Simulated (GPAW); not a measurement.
**Ta4C3: energy against volume and a worked fit**

```
Ta C
1.0
     4.44528    0.00000    0.00000
     0.00000    4.44528    0.00000
     0.00000    0.00000    4.44528
Ta C
4 3
Direct
  0.00000 0.00000 0.00000
  0.50000 0.50000 0.00000
  0.50000 0.00000 0.50000
  0.00000 0.50000 0.50000
  0.00000 0.00000 0.50000
  0.00000 0.50000 0.00000
  0.50000 0.00000 0.00000
```

The cell comes from a database or a generator and needn't be the stable form of this composition.

The cell was scaled at fixed shape and fractions and run with GPAW, PAW data sets generated for this functional, cutoff 800 eV; PBEsol, k mesh 6 × 6 × 6 on the cell of 7 atoms, fermi-dirac occupations of 0.05 eV, no spin polarisation, no spin-orbit coupling. Energies are those that the program minimises, any entropy of the smearing included. For a metal such a mesh isn't converged to the digits shown.

| V (Å³/atom) | energy over the lowest row (meV/atom) |
| --- | --- |
| 11.7958 | 14.23 |
| 12.0468 | ? |
| 12.2978 | 0.00 |
| 12.5487 | 7.90 |
| 12.7997 | 24.49 |
| 13.0507 | 48.89 |
| 13.3016 | 80.30 |

Task: Fit the third-order Birch-Murnaghan form, give V0, B0 and B′, and predict the energy left open.

Result: With y = (V0/V)^(2/3), E = E0 + (9 V0 B0/16) [(y - 1)³ B′ + (y - 1)² (6 - 4y)]. Least squares through the rows shown give V0 = 12.2146 Å³/atom, E0 = -0.54 meV, B0 = 310.4 GPa (1 eV/Å³ = 160.218 GPa) and B′ = 4.18, with a largest miss of 0.02 meV. At V = 12.0468 the form with these constants gives 1.75 meV; the run gave 1.75 meV an atom.
